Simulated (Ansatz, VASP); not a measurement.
## GaSb: VASP beside Ansatz

File INCAR:

```
ALGO = Normal
EDIFF = 1E-6
ENCUT = 520
GGA = PS
ISIF = 2
ISMEAR = 0
LASPH = True
LCHARG = False
LREAL = False
LWAVE = False
NBANDS = 16
NELM = 100
PREC = Accurate
SIGMA = 0.1
```

The input KPOINTS:

```
k-points
0
Gamma
  8 8 8
```

Contents of POSCAR:

```
GaSb
1.0
    0.0000000000      3.0590000000      3.0590000000
    3.0590000000      0.0000000000      3.0590000000
    3.0590000000      3.0590000000      0.0000000000
Sb Ga
1 1
Cartesian
    4.5885000000      4.5885000000      4.5885000000
    0.0000000000      0.0000000000      0.0000000000
```

The input input.yaml:

```yaml
crystal:
  lattice:
    - [0.0, 3.059, 3.059]
    - [3.059, 0.0, 3.059]
    - [3.059, 3.059, 0.0]
  atoms:
    - { symbol: Sb, position: [0.75, 0.75, 0.75] }
    - { symbol: Ga, position: [0.0, 0.0, 0.0] }
hamiltonian:
  xc: pbesol
  pseudopotentials: { kind: paw }
kpoints:
  mp_grid: { grid: [8, 8, 8] }
scf:
  occupations: { method: gaussian, width: 0.1 }
output:
  forces: true
  stress: true
  eigenvalues: true
```

Alike in both runs: task single point; functional PBEsol; k mesh 8 × 8 × 8; occupations gaussian, width 0.1 eV; no spin polarisation.

```csv
,VASP,Ansatz
version,VASP 6.6.1,Ansatz 0.2.0
potentials or method,"VASP PAW PBE potentials, release 64 (Sb, Ga_d)",Ansatz PAW
plane-wave cutoff (eV),520,420
valence electrons in the cell,18,28
```

VASP gave:

| Property | Result |
| --- | --- |
| gap on the k mesh at the Fermi level (eV) | none |
| pressure (GPa) | -0.1 |

Which values does Ansatz return?

gap on the k mesh at the Fermi level (eV): none; pressure (GPa): -0.2.

A gap of «none» marks a metal or a gap that the smearing closes. The two sets of potentials don't hold the same shells in valence.

Caveats: this crystal is a semiconductor, whose small gap the functional closes, so the metal is an error of the method; the PAW data sets were made with another functional, which shifts forces and pressure a little (VASP); the PAW data sets come from PBE, with cores solved anew for the run's functional, which leaves a small shift of forces and pressure (Ansatz). Spin-orbit coupling is left out, which matters for the levels of Sb.
